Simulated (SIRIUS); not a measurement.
# Fe under changes of volume

One of the cells (11.664 Å³/atom); the others are scaled copies at fixed shape and fractional positions:

```
Fe
1.0
     0.00000    1.95460    1.97812
     1.50836    0.00000    1.97812
     1.50836    1.95460    0.00000
Fe
1
Direct
  0.00000 0.00000 0.00000
```

* Program: SIRIUS 7.12.0
* Functional: PBEsol
* Potentials or basis: all-electron FP-LAPW
* Cutoff: 212 eV
* Basis: apw+lo standard
* k mesh: 13 × 13 × 13
* Occupations: fermi-dirac, width 0.05 eV
* Spin: collinear spin, ferromagnetic start
* Starting moments: [3.0] μB

```csv
volume (Å³/atom),energy over the lowest point (meV/atom),moment (μB per cell)
10.749,0.00,2.06
10.978,?,?
11.207,10.59,2.13
11.664,42.25,2.22
11.893,63.81,2.28
12.121,88.60,2.32
```

What does the run at 10.978 Å³/atom give?

Energy over the lowest point 2.19 meV/atom; moment 2.09 μB per cell.

Worked out: A Birch-Murnaghan fit of order 3 (a polynomial in V^(-2/3)) to the other rows has its minimum at 10.79 Å³/atom with B0 = V·E''(V) = 233 GPa and B' = 6.6 at fixed shape and positions, which overstates the stiffness. It gives 2.22 meV/atom at 10.978 Å³/atom, against the run's 2.19. A parabola through the other rows of the moment, of slope 0.163 μB per Å³/atom there, gives 2.09 μB, against the run's 2.09.

Energies are extrapolated to zero smearing.
